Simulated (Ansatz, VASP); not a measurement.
**Two plane-wave programs on GaP**

Contents of INCAR:

```
PREC = Accurate
ENCUT = 520
EDIFF = 1E-6
ISMEAR = 0
SIGMA = 0.011
LREAL = F
LASPH = T
NELM = 100
ALGO = Fast
ISIF = 2
LWAVE = F
LCHARG = F
GGA = PE
NBANDS = 16
```

Contents of KPOINTS:

```
regular mesh
0
Gamma
  8 8 8
```

The input POSCAR:

```
GaP
1.0
    0.0000000000      2.7252500000      2.7252500000
    2.7252500000      0.0000000000      2.7252500000
    2.7252500000      2.7252500000      0.0000000000
Ga P
1 1
Direct
    0.0000000000      0.0000000000      0.0000000000
    0.7500000000      0.7500000000      0.7500000000
```

input.yaml

```yaml
crystal:
  lattice:
    - [0.0, 2.72525, 2.72525]
    - [2.72525, 0.0, 2.72525]
    - [2.72525, 2.72525, 0.0]
  atoms:
    - { symbol: Ga, position: [0.0, 0.0, 0.0] }
    - { symbol: P, position: [0.75, 0.75, 0.75] }
hamiltonian:
  xc: pbe
  pseudopotentials: { kind: paw }
kpoints:
  mp_grid: { grid: [8, 8, 8] }
scf:
  occupations: { method: gaussian, width: 0.011 }
output:
  forces: true
  stress: true
  eigenvalues: true
```

Alike in both runs: task single point; functional PBE; k mesh 8 × 8 × 8; occupations gaussian, width 0.011 eV; no spin polarisation.

|  | VASP | Ansatz |
| --- | --- | --- |
| version | VASP 6.6.1 | Ansatz 0.2.0 |
| potentials or method | VASP PAW PBE potentials, release 64 (Ga_d, P) | Ansatz PAW |
| plane-wave cutoff (eV) | 520 | 420 |
| valence electrons in the cell | 18 | 18 |

Ansatz gave:

```
gap on the k mesh at the Fermi level (eV) : 1.64
least direct gap on the mesh (eV)         : 1.83
pressure (GPa)                            : 2.5
```

Task: Estimate VASP's values.

Result: gap on the k mesh at the Fermi level (eV): 1.64; least direct gap on the mesh (eV): 1.83; pressure (GPa): 2.4.

The functional is the same, so the differences come from potentials, cutoffs and numerics.

A k mesh can miss the band edges. Expect the measured gap to be larger: semilocal functionals such as PBE lack the derivative discontinuity.
